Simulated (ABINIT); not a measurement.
Cs:

```
CELL_PARAMETERS angstrom
0.00000 3.94834 3.94834
3.94834 0.00000 3.94834
3.94834 3.94834 0.00000
ATOMIC_POSITIONS crystal
Cs 0.00000 0.00000 0.00000
```

This isn't the form of Cs at room conditions, which is bcc.

- Program: ABINIT 10.8.3 (patched build)
- Task: relaxation of cell and atoms
- Functional: PBEsol
- Potentials or basis: PseudoDojo NC SR PBEsol v0.4.1 standard
- Cutoff: 680 eV
- k mesh: 4 × 4 × 4
- Occupations: fermi-dirac, width 0.05 eV
- Spin: no spin polarisation

At the start: pressure -0.2 GPa; volume 123.10 Å³/atom.

How do energy, volume and symmetry change on relaxing?

Over 4 steps the energy falls by 8.9 meV/atom and the volume is 109.88 Å³/atom (-10.7 %); space group Fm-3m (No. 225, to 0.05 Å).

Step by step:
```csv
step,energy change (eV),largest force (eV/Å),pressure (GPa),volume (Å³)
1,0.0000,0.0000,-0.19,123.10
2,-0.0001,0.0000,-0.19,123.03
3,-0.0087,0.0000,0.04,107.87
4,-0.0089,0.0000,0.00,109.88
```

Final structure:
```
Cs
1.0
     0.00000    3.80162    3.80162
     3.80162    0.00000    3.80162
     3.80162    3.80162    0.00000
Cs
1
Direct
  0.00000 0.00000 0.00000
```
